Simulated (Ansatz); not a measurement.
This script for a relaxation of the ions of O, space group Fd-3m with the Ansatz DFT code, driven from Python holds a mistake.

The script, `relax.py`:
```python
"""Geometry optimisation of O from a disturbed start."""

from pathlib import Path
import warnings

import ansatz as az
from ase import Atoms
from ase.neighborlist import neighbor_list
import numpy as np


def main() -> None:
    warnings.simplefilter("ignore", az.DeckWarning)

    lattice = az.Lattice.of(
        (0.0, 2.17085644, 2.17085644),
        (2.17085644, 0.0, 2.17085644),
        (2.17085644, 2.17085644, 0.0),
    )
    sites = [
        ("O", (0.25, 0.25, 0.25)),
        ("O", (0.0, 0.0, 0.0)),
    ]
    xtal = az.Crystal(lattice=lattice)
    for symbol, position in sites:
        xtal = xtal.atom(symbol, position)

    base = (
        xtal.calculation()
        .basis(420)
        .occupations("fixed")
        .functional("PBE")
        .kpoints(mesh=(6, 6, 6))
        .relax(random_displacement=True, displacement_amplitude=0.15, displacement_seed=590)
        .density()
        .electron_localization_function()
        .output_files(volumetric_format="npy")
    )
    steps = []


    def collect(event):
        if event["event"] == "relax_step":
            steps.append(event["data"])


    out = base.session().plan().execute(on_event=collect)
    report = out.report
    for s in steps:
        flag = "" if s["accepted"] else "  (rejected)"
        print("step %2d  E = %.5f eV  largest force component = %.4f eV/A%s" % (s["step"], s["lagrangian_ev"], s["allowed_force_max_ev_ang"], flag))

    first, last = steps[0], steps[-1]
    symbols = [site.symbol for site in out.lattice.sites]
    print(f"energy gained {first['lagrangian_ev'] - last['lagrangian_ev']:.4f} eV in {len(steps) - 1} steps")

    print("atom   start x y z (A)              end x y z (A)")
    for symbol, a, b in zip(symbols, first["positions_ang"], last["positions_ang"]):
        print(f"{symbol:3s}", " ".join(f"{v:8.4f}" for v in a), "  ", " ".join(f"{v:8.4f}" for v in b))

    final = Atoms(symbols, positions=last["positions_ang"], cell=out.lattice.cell_ang, pbc=True)
    i, j, d = neighbor_list("ijd", final, 4.5)
    print("neighbours within 1.2 times the shortest distance of each atom (A)")
    for atom in range(len(final)):
        near = [m for m in np.argsort(d) if i[m] == atom]
        shell = [m for m in near if d[m] < 1.2 * d[near[0]]]
        print(f"{symbols[atom]}{atom} ({len(shell)}):", ", ".join(f"{symbols[j[m]]} {d[m]:.3f}" for m in shell))

    print(f"free energy      {report['free_energy_ev']:.5f} eV")
    print(f"per atom         {report['free_energy_ev'] / len(out.lattice.sites):.5f} eV")
    print(f"SCF iterations   {report['n_iterations']}  (converged: {report['converged']})")

    # ELF is 0.5 in a uniform gas and nears 1 where pairs localise
    folder = Path(out.write_results("elf"))
    elf = np.load(folder / "elf.npy")
    peak = np.unravel_index(elf.argmax(), elf.shape)
    print(f"largest ELF {elf.max():.3f} at grid fractions", np.round(np.array(peak) / elf.shape, 3))
    for level in (0.2, 0.5, 0.7, 0.8, 0.9):
        print(f"share of the cell with ELF over {level}: {np.mean(elf > level):.3f}")


if __name__ == "__main__":
    main()
```

```console
$ python relax.py
RunWarning: iter 1: σ=0 fill of 6 bands saw a band overlap (occupied 3.1466 eV > unoccupied 1.9537 eV) — on an unconverged iterate often a transient of an unconverged empty band; one that stands at the close is told there (band_overlap_at_count); if the run fails to converge, the spectrum is likely genuinely metallic [...]
RunWarning: the bands overlap at the fill by count (6 filled at each k-point of a channel): the highest filled level, 5.004890 eV at k-index 111, stands 1.7656 eV over the lowest empty one, 3.239337 eV at k-index 0, so that a fill of the lowest levels lies lower and no gap is reported. A metal, or a carrier in a [...]
step  1  E = -1126.52991 eV  largest force component = 2.8355 eV/A
step  2  E = -1127.11620 eV  largest force component = 3.4217 eV/A
step  3  E = -1127.77783 eV  largest force component = 4.5559 eV/A
step  4  E = -1127.99556 eV  largest force component = 10.3781 eV/A
step  5  E = -1128.86476 eV  largest force component = 2.1451 eV/A
step  6  E = -1128.96759 eV  largest force component = 0.6051 eV/A
step  7  E = -1128.97528 eV  largest force component = 0.0614 eV/A
step  8  E = -1128.97541 eV  largest force component = 0.0656 eV/A
step  9  E = -1128.97558 eV  largest force component = 0.0036 eV/A
step 10  E = -1128.97558 eV  largest force component = 0.0035 eV/A
step 11  E = -1128.97559 eV  largest force component = 0.0023 eV/A
step 12  E = -1128.97559 eV  largest force component = 0.0011 eV/A
energy gained 2.4457 eV in 11 steps
atom   start x y z (A)              end x y z (A)
O     0.9369   1.0884   1.0650      0.8039   0.9069   0.9623
O    -0.0212   0.0340   0.1446      0.1117   0.2154   0.2472
neighbours within 1.2 times the shortest distance of each atom (A)
O0 (1): O 1.212
O1 (1): O 1.212
free energy      -1128.97559 eV
per atom         -564.48779 eV
SCF iterations   3  (converged: True)
largest ELF 0.883 at grid fractions [0.375 0.333 0.   ]
share of the cell with ELF over 0.2: 0.460
share of the cell with ELF over 0.5: 0.287
share of the cell with ELF over 0.7: 0.163
share of the cell with ELF over 0.8: 0.093
share of the cell with ELF over 0.9: 0.000
```
(Warnings from the package without file and line, shortened, repeats left out.)

The script ran to its end, but the result can't be trusted. Why?

The fault: fixed occupations, though the bands overlap at this level of theory. The correction:

```diff
--- before
+++ after
@@ -30,3 +30,3 @@
         .basis(420)
-        .occupations("fixed")
+        .occupations("fermi_dirac", width=0.1)
         .functional("PBE")
```

The mended script runs so:

```console
$ python relax.py
step  1  E = -1126.61309 eV  largest force component = 2.6997 eV/A
step  2  E = -1127.27905 eV  largest force component = 4.1288 eV/A
step  3  E = -1129.03072 eV  largest force component = 2.1543 eV/A
step  4  E = -1129.00359 eV  largest force component = 2.2867 eV/A  (rejected)
step  5  E = -1129.14207 eV  largest force component = 0.3519 eV/A
step  6  E = -1129.14489 eV  largest force component = 0.0103 eV/A
step  7  E = -1129.14489 eV  largest force component = 0.0101 eV/A
step  8  E = -1129.14490 eV  largest force component = 0.0007 eV/A
energy gained 2.5318 eV in 7 steps
atom   start x y z (A)              end x y z (A)
O     0.9369   1.0884   1.0650      0.8085   0.9119   0.9555
O    -0.0212   0.0340   0.1446      0.1071   0.2104   0.2541
neighbours within 1.2 times the shortest distance of each atom (A)
O0 (1): O 1.215
O1 (1): O 1.215
free energy      -1129.14490 eV
per atom         -564.57245 eV
SCF iterations   3  (converged: True)
largest ELF 0.881 at grid fractions [0.375 0.333 0.   ]
share of the cell with ELF over 0.2: 0.461
share of the cell with ELF over 0.5: 0.286
share of the cell with ELF over 0.7: 0.163
share of the cell with ELF over 0.8: 0.093
share of the cell with ELF over 0.9: 0.000
```

Reading the output:
- Absolute energies stand on the zero of these potentials, so only differences at equal settings mean something.
- For a metal this k-point mesh is coarse: on a finer one energies can move by several to tens of meV an atom and pressures by half a GPa or more, differences at one mesh by less.
- Energies along a relaxation are free energies. A last row that repeats the one before re-solves the same geometry more tightly.
- The first row is the displaced cell, and groups found at tight tolerances show what the force threshold leaves of the kick.
- No spin polarisation was allowed.
- The cell relaxed to the group R-3m; tensors and edges are in the axes of the typed cell.
- The fields are valence quantities on the plane-wave grid; their values near the nuclei depend on the potentials.
- This isn't the structure that O takes at ambient conditions.
- Run time: 18 s on 1 thread of Arm Neoverse V1 (shared host), peak memory 0.41 GiB.

(Lines on the test bed's own set-up are left out of the output.)
